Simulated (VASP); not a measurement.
# Ta2N: N into a neighbouring N vacancy, part 3 of 4

Wanted: the minimum-energy path in Ta2N for this move: N into a neighbouring N vacancy. The start is a computed cell from the Materials Project.

VASP 6.6.1; PBE; plane waves and PAW (Ta, N).

So far. Step 2 (Relax the host): The run ended after 4 ionic steps, 0.004 eV below its first step, once forces and stress met EDIFFG = -0.02. Step 3 (Relax the start): The run ended after 7 ionic steps, 0.223 eV below its first step, once the forces on the free atoms met EDIFFG = -0.05.

### 4. Relax the end

The end state is relaxed in the same way, so that both ends share their errors.

Contents of INCAR:

```
SYSTEM = Ta16N7
PREC = Normal
ENCUT = 400
EDIFF = 1E-05
NELM = 120
ISMEAR = 1
SIGMA = 0.15
LREAL = Auto
ALGO = Fast
GGA = PE
NBANDS = 80
LASPH = .TRUE.
LORBIT = 11
LWAVE = .FALSE.
LCHARG = .FALSE.
NCORE = 3
IBRION = 2
NSW = 60
ISIF = 2
EDIFFG = -0.05
POTIM = 0.4
MAXMIX = 40
ISYM = 0
```

Contents of POSCAR:

```
Ta16N7
1.0
    6.2235006920      0.0000000000      0.0000000000
   -3.1117503460      5.3897096996      0.0000000000
    0.0000000000      0.0000000000      9.6682365366
Ta N
16 7
Direct
    0.1697563694      0.3378777226      0.1269811602
    0.1654567160      0.3361247409      0.6281209200
    0.1689051903      0.8320523156      0.1245312999
    0.1654859492      0.8316789654      0.6292004908
    0.6642630728      0.3272816187      0.1251242833
    0.6707680610      0.3358557883      0.6262722066
    0.6674900078      0.8349867566      0.1285655881
    0.6699584610      0.8342850939      0.6274004683
    0.3344603047      0.1705842906      0.3677471833
    0.3329489751      0.1667891226      0.8694548480
    0.3331944930      0.6642499094      0.3741874458
    0.3341712660      0.6691497438      0.8749247029
    0.8329391235      0.1634170625      0.3692708027
    0.8387615629      0.1662536863      0.8709789812
    0.8334417795      0.6659563823      0.3741661337
    0.8334678767      0.6667176883      0.8709251663
   -0.0004092074     -0.0038364468      0.5013774786
    0.0020684809     -0.0056577668     -0.0051017147
    0.0067097550      0.5094546755      0.4979294573
    0.4970734979      0.0021855312     -0.0017391415
    0.4977279308     -0.0012917856      0.5011005152
    0.4992130904      0.5010311607     -0.0003651819
    0.4966921418      0.4988131967      0.4980339751
```

Contents of KPOINTS:

```
Automatic mesh
0
Gamma
3 3 2
0 0 0
```

PAW data sets: Ta and N (PBE family, release 64).

Started as:

```
$ mpirun -np 3 vasp_std
```

Log:

```text
[... set-up lines as in an earlier step ...]
 entering main loop
       N       E                     dE             d eps       ncg     rms          rms(c)
DAV:   1     0.310936576890E+03    0.31094E+03   -0.43559E+04  1600   0.103E+03
DAV:   2    -0.244470795368E+03   -0.55541E+03   -0.53303E+03  2080   0.218E+02
DAV:   3    -0.288638185702E+03   -0.44167E+02   -0.42988E+02  2176   0.594E+01
DAV:   4    -0.289813564629E+03   -0.11754E+01   -0.11602E+01  2120   0.974E+00
DAV:   5    -0.289850654209E+03   -0.37090E-01   -0.36970E-01  2224   0.153E+00    0.725E+01
RMM:   6    -0.267638491456E+03    0.22212E+02   -0.95035E+01  1611   0.227E+01    0.351E+01
RMM:   7    -0.265196564183E+03    0.24419E+01   -0.13262E+01  1600   0.107E+01    0.122E+01
RMM:   8    -0.265075034865E+03    0.12153E+00   -0.45711E+00  1636   0.524E+00    0.180E+00
RMM:   9    -0.265146248314E+03   -0.71213E-01   -0.12002E+00  1825   0.239E+00    0.107E+00
RMM:  10    -0.265136044716E+03    0.10204E-01   -0.14346E-01  1726   0.897E-01    0.564E-01
RMM:  11    -0.265135824124E+03    0.22059E-03   -0.38467E-02  1673   0.484E-01    0.315E-01
RMM:  12    -0.265135935035E+03   -0.11091E-03   -0.99979E-03  1835   0.229E-01    0.176E-01
RMM:  13    -0.265135583485E+03    0.35155E-03   -0.46164E-03  1827   0.148E-01    0.767E-02
RMM:  14    -0.265135772647E+03   -0.18916E-03   -0.16650E-03  1928   0.868E-02    0.850E-02
RMM:  15    -0.265135597965E+03    0.17468E-03   -0.57257E-04  1622   0.610E-02    0.155E-02
RMM:  16    -0.265135621024E+03   -0.23059E-04   -0.29158E-04  1678   0.397E-02    0.192E-02
RMM:  17    -0.265135611836E+03    0.91881E-05   -0.22184E-05  1098   0.149E-02
   1 F= -.26513561E+03 E0= -.26513291E+03  d E =-.265136E+03
 curvature:   0.00 expect dE= 0.000E+00 dE for cont linesearch  0.000E+00
 trial: gam= 0.00000 g(F)=  0.365E+00 g(S)=  0.000E+00 ort = 0.000E+00 (trialstep = 0.100E+01)
 search vector abs. value=  0.365E+00
 bond charge predicted
       N       E                     dE             d eps       ncg     rms          rms(c)
DAV:   1    -0.265302098543E+03   -0.16648E+00   -0.34865E+01  1696   0.191E+01    0.247E+00
RMM:   2    -0.265403148815E+03   -0.10105E+00   -0.80951E-01  1624   0.259E+00    0.184E+00
RMM:   3    -0.265345749682E+03    0.57399E-01   -0.20685E-01  1733   0.119E+00    0.730E-01
RMM:   4    -0.265345881493E+03   -0.13181E-03   -0.71469E-02  1866   0.611E-01    0.183E-01
RMM:   5    -0.265346529702E+03   -0.64821E-03   -0.10002E-02  1850   0.250E-01    0.911E-02
RMM:   6    -0.265346807504E+03   -0.27780E-03   -0.34535E-03  1846   0.128E-01    0.810E-02
RMM:   7    -0.265346831985E+03   -0.24481E-04   -0.58427E-04  1846   0.575E-02    0.733E-02
RMM:   8    -0.265346754296E+03    0.77689E-04   -0.14611E-04  1658   0.308E-02    0.395E-02
RMM:   9    -0.265346730498E+03    0.23798E-04   -0.11829E-04  1612   0.250E-02    0.141E-02
RMM:  10    -0.265346730287E+03    0.21017E-06   -0.45944E-05  1252   0.160E-02
   2 F= -.26534673E+03 E0= -.26534606E+03  d E =-.211118E+00
[...]
3 F= -.26535131E+03 E0= -.26535101E+03  d E =-.215700E+00
[...]
4 F= -.26537149E+03 E0= -.26537164E+03  d E =-.201743E-01
[...]
5 F= -.26537564E+03 E0= -.26537621E+03  d E =-.243296E-01
 curvature:  -0.95 expect dE=-0.297E-02 dE for cont linesearch -0.504E-06
 trial: gam= 0.11942 g(F)=  0.313E-02 g(S)=  0.000E+00 ort =-0.126E-03 (trialstep = 0.118E+01)
 search vector abs. value=  0.352E-02
 bond charge predicted
       N       E                     dE             d eps       ncg     rms          rms(c)
DAV:   1    -0.265377581137E+03   -0.19408E-02   -0.40562E-01  1728   0.202E+00    0.179E-01
RMM:   2    -0.265377943375E+03   -0.36224E-03   -0.53511E-03  1654   0.223E-01    0.130E-01
RMM:   3    -0.265378005660E+03   -0.62285E-04   -0.17324E-03  1861   0.972E-02    0.102E-01
RMM:   4    -0.265377937458E+03    0.68202E-04   -0.42355E-04  1681   0.523E-02    0.598E-02
RMM:   5    -0.265377930848E+03    0.66095E-05   -0.10754E-04  1762   0.248E-02    0.374E-02
RMM:   6    -0.265377927001E+03    0.38472E-05   -0.24101E-05  1076   0.125E-02
   6 F= -.26537793E+03 E0= -.26537856E+03  d E =-.228563E-02
 trial-energy change:   -0.002286  1 .order   -0.002240   -0.003676   -0.000803
 step:   1.4745(harm=  1.5096)  dis= 0.00609  next Energy=  -265.378028 (dE=-0.239E-02)
 reached required accuracy - stopping structural energy minimisation
```

Elapsed: 2.3 min, on 3 MPI ranks of AMD EPYC 7R43, shared host; peak memory 0.43 GiB; 6.8 min of CPU time.

From OUTCAR (step 4):

```text
 Found     10 irreducible k-points:

   NELECT =     115.0000    total number of electrons

 E-fermi :   7.3359

 k-point     1 :       0.0000    0.0000    0.0000
  band No.  band energies     occupation
    ...
     52       6.5440      2.00000
     53       6.7869      2.00000
     54       6.9258      2.00076
     55       6.9283      2.00083
     56       7.0656      2.02873
     57       7.4242      0.17032
     58       7.4254      0.16316
     59       7.6796     -0.00559
     60       7.8143     -0.00006
     61       7.8171     -0.00006
    ...

 k-point     2 :       0.3333   -0.0000    0.0000
  band No.  band energies     occupation
    ...
     54       6.3836      2.00000
     55       6.4554      2.00000
     56       7.0179      2.01066
     57       7.1066      2.05272
     58       7.3414      0.93763
     59       7.4888     -0.05406
     60       7.5011     -0.06539
     61       8.0256     -0.00000
     62       8.0860     -0.00000
     63       8.1522     -0.00000
    ...

  Total       -8.5561402     -8.6286905     -0.0260766      0.0181699     -0.0396788     -0.0479486
  in kB      -42.2708610    -42.6292893     -0.1288290      0.0897670     -0.1960298     -0.2368857
  external PRESSURE =     -28.3429931 kB  Pullay stress =       0.0000000 kB

 POSITION                                       TOTAL-FORCE (eV/Angst)
 -----------------------------------------------------------------------------------
     -0.01072      1.80559      1.22254         0.019542     -0.004729      0.001843
      0.00049      1.79963      6.03944         0.008921     -0.009693      0.002494
     -1.55017      4.47080      1.22290        -0.016393      0.043556      0.002255
     -1.55283      4.49374      6.04024        -0.004378     -0.020153      0.004565
      3.12880      1.80428      1.22596        -0.005635     -0.001041     -0.029858
      3.11634      1.79997      6.03796        -0.003150     -0.013284      0.005194
      1.56184      4.49416      1.19227        -0.010475     -0.016672      0.010288
      1.55828      4.49208      6.06816         0.002515      0.015150      0.015829
      1.55752      0.90042      3.57951         0.007905     -0.007713      0.009789
      1.55957      0.89930      8.45795        -0.001999     -0.002143     -0.000982
      0.00203      3.59450      3.61027        -0.005763     -0.002087      0.013431
     -0.00876      3.58668      8.42591         0.016251     -0.004522      0.006945
      4.67031      0.90053      3.61707         0.001305     -0.002597     -0.030574
      4.67147      0.91092      8.42429         0.002283      0.003303      0.021004
      3.11460      3.59352      3.61337         0.005937      0.013700     -0.009758
      3.12728      3.58525      8.42423         0.002437      0.010985      0.016501
      0.00659      0.00160      4.82798        -0.027442      0.002745     -0.025347
     -3.10491      5.38844      9.65745        -0.024153      0.009378      0.014511
     -1.55184      2.70004      4.82588        -0.003270     -0.021686     -0.006380
      3.11505      0.00042      9.65879         0.010420      0.002196      0.003262
      3.11078      0.00038      4.82638         0.025445      0.015124     -0.012318
      1.56075      2.69656      9.66029        -0.005903     -0.014943     -0.006415
      1.55737      2.69448      4.82604         0.005599      0.005126     -0.006278
 -----------------------------------------------------------------------------------
    total drift:                               -0.022511     -0.006912     -0.007567

  FREE ENERGIE OF THE ION-ELECTRON SYSTEM (eV)
  ---------------------------------------------------
  free  energy   TOTEN  =      -265.3779270010 eV

  energy  without entropy=     -265.3798324152  energy(sigma->0) =     -265.37856214

 total charge
# of ion       s       p       d       tot
------------------------------------------
    1        0.633   0.805   3.283   4.720
    2        0.619   0.875   3.406   4.900
    3        0.633   0.806   3.283   4.721
    4        0.620   0.877   3.408   4.904
    5        0.633   0.805   3.282   4.720
    6        0.619   0.874   3.406   4.898
    7        0.615   0.881   3.368   4.865
    8        0.615   0.855   3.384   4.854
    9        0.616   0.855   3.381   4.852
   10        0.616   0.882   3.369   4.867
   11        0.619   0.874   3.403   4.896
   12        0.633   0.806   3.285   4.724
   13        0.618   0.872   3.405   4.895
   14        0.633   0.805   3.285   4.723
   15        0.619   0.873   3.405   4.897
   16        0.633   0.807   3.286   4.725
   17        1.262   2.456   0.000   3.718
   18        1.261   2.453   0.000   3.714
   19        1.262   2.460   0.000   3.721
   20        1.261   2.453   0.000   3.714
   21        1.262   2.456   0.000   3.718
   22        1.261   2.453   0.000   3.714
   23        1.262   2.456   0.000   3.718
--------------------------------------------------
tot         18.801  30.740  53.638 103.180

[... 6 parts as in an earlier step ...]

[... 6 further parts left out ...]
```

CONTCAR:

```
Ta16N7
   1.00000000000000
     6.2235006920000000    0.0000000000000000    0.0000000000000000
    -3.1117503460000000    5.3897096996000000    0.0000000000000000
     0.0000000000000000    0.0000000000000000    9.6682365366000003
  Ta              N
    16     7
Direct
     0.1657802306775575    0.3350067672615744    0.1264491842932953
     0.1670300299603784    0.3339011662809275    0.6246678607562726
     0.1656709758131731    0.8295070384152080    0.1264861177174059
     0.1673708617347373    0.8337634176679996    0.6247512526411489
     0.6701216563948214    0.3347640390778517    0.1268027760604774
     0.6677189665302524    0.3339637642328573    0.6245148459107658
     0.6678777807894010    0.8338401953166710    0.1233177416643958
     0.6671140409682718    0.8334555366488360    0.6276387477913605
     0.3337957243674373    0.1670634281266997    0.3702338919215472
     0.3340209484666277    0.1668553176673436    0.8748181389059956
     0.3337857504569283    0.6669185973828884    0.3734152751186433
     0.3313259028999047    0.6654680398824332    0.8715047962628404
     0.8339733069944921    0.1670825742183824    0.3741190587611086
     0.8351227942058345    0.1690110693704935    0.8713370732599385
     0.8338257751848238    0.6667370565169127    0.3737366251115107
     0.8350962747175599    0.6652022119093074    0.8713307525526477
     0.0012066924549232    0.0002967659158628    0.4993651643275432
     0.0009813503273452    0.9997649886123057    0.9988839946163820
     0.0011288645409686    0.5009624168424978    0.4991478511763269
     0.5005703235940746    0.0000788018165581    0.9990227660446875
     0.4998794446245787    0.0000697355531631    0.4991998284329379
     0.5009417248628503    0.5003166919756009    0.9991783675116112
     0.5002054777330391    0.4999298320076277    0.4991649583611625
```

Relaxation path:

```csv
step,energy less that of the first step (eV),largest force (eV/Å)
1,0.0000,1.1141
2,-0.2111,0.3101
3,-0.2157,0.3138
4,-0.2359,0.1317
5,-0.2400,0.1136
6,-0.2423,0.0466
```

The atoms that moved most (Å):

```csv
atom,dx,dy,dz,length
N18,-0.024,0.029,0.039,0.054
Ta10,0.006,0.000,0.052,0.052
Ta7,0.006,-0.006,-0.051,0.051
Ta13,-0.005,0.020,0.047,0.051
N19,-0.008,-0.046,0.012,0.048
Ta5,0.013,0.040,0.016,0.045
Ta4,0.005,0.011,-0.043,0.045
Ta2,0.017,-0.012,-0.033,0.039
```

The relaxed structure:

```xyz
23
Lattice="6.2235 0.0000 0.0000 -3.1118 5.3897 0.0000 0.0000 0.0000 9.6682" Properties=species:S:1:pos:R:3 pbc="T T T"
Ta   -0.0107    1.8056    1.2225
Ta    0.0005    1.7996    6.0394
Ta   -1.5502    4.4708    1.2229
Ta   -1.5528    4.4937    6.0402
Ta    3.1288    1.8043    1.2260
Ta    3.1163    1.8000    6.0380
Ta    1.5618    4.4942    1.1923
Ta    1.5583    4.4921    6.0682
Ta    1.5575    0.9004    3.5795
Ta    1.5596    0.8993    8.4579
Ta    0.0020    3.5945    3.6103
Ta   -0.0088    3.5867    8.4259
Ta    4.6703    0.9005    3.6171
Ta    4.6715    0.9109    8.4243
Ta    3.1146    3.5935    3.6134
Ta    3.1273    3.5852    8.4242
N     0.0066    0.0016    4.8280
N     0.0068   -0.0013   -0.0108
N    -1.5518    2.7000    4.8259
N     3.1151    0.0004   -0.0094
N     3.1108    0.0004    4.8264
N     1.5608    2.6966   -0.0079
N     1.5574    2.6945    4.8260
```

This step gave:

```yaml
electronic_cycles: 51
free_energy_toten: -265.3779 eV
energy_at_zero_smearing: -265.3786 eV
```

The run ended after 6 ionic steps, 0.242 eV below its first step, once the forces on the free atoms met EDIFFG = -0.05.

(Part 3 of 4 ends here.)

[Lines on the potential files, build, host, timing and source positions are cut from VASP's logs without a mark.]

[Logs are printed without paths, hosts, clocks, repeated set-up lines and the standing remarks that a program may print on its own settings, such as how far it seeks lower states.]

[Hosts, paths, dates, database ids (printed as entryN), source tags and the programs' standing remarks are cut or masked in the printed files.]

[Runs that stopped without an error message from VASP are left out.]
